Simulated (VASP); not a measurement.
Write the native input for VASP 6.6.1 that does the following.

- Task: single point
- Functional: PBE
- Potentials or basis: VASP PAW PBE potentials, release 64 (In_d, Pd)
- Cutoff: 520 eV
- k mesh: 14 × 14 × 14
- Occupations: gaussian, width 0.15 eV
- Spin: no spin polarisation
- Dipole correction: no
- Further INCAR settings: ALGO = Fast; EDIFF = 1e-07; NBANDS = 18

The structure of InPd lies in POSCAR:

```
InPd
1.0
    3.3052635960      0.0000000000      0.0000000000
    0.0000000000      3.3052635960      0.0000000000
    0.0000000000      0.0000000000      3.3052635960
In Pd
1 1
Direct
   -0.0269202079     -0.0107680832      0.0000000000
    0.5290445821      0.5116178329      0.5000000000
```

The cell comes from a database or a generator and needn't be the stable form of this composition.

The cell isn't the ideal one: mode 4 frozen in at -0.096 Å and mode 5 at -0.038 Å (largest displacements).

The input as run:

INCAR

```
PREC = Accurate
ENCUT = 520
EDIFF = 1E-7
ISMEAR = 0
SIGMA = 0.15
LREAL = F
LASPH = T
NELM = 100
ALGO = Fast
ISIF = 2
LWAVE = F
LCHARG = T
GGA = PE
LELF = T
LVHAR = T
NBANDS = 18
```

KPOINTS

```
regular mesh
0
Gamma
  14 14 14
```

Potentials or basis: VASP PAW PBE potentials, release 64 (In_d, Pd).

Run with:

```bash
$ cat potpaw_PBE.64/In_d/POTCAR potpaw_PBE.64/Pd/POTCAR > POTCAR
$ mpirun -np 1 vasp_std > vasp.out
```

Results of the run:

| Quantity | Value |
| --- | --- |
| Pressure | 1.7 GPa |
| Largest force | 0.742 eV/Å |
| Band gap on the k mesh | none (metal or under the smearing width) |

Wall time 4 min on 1 thread of Intel(R) Xeon(R) 6975P-C (Granite Rapids), with other jobs on the host, peak memory 0.61 GiB.
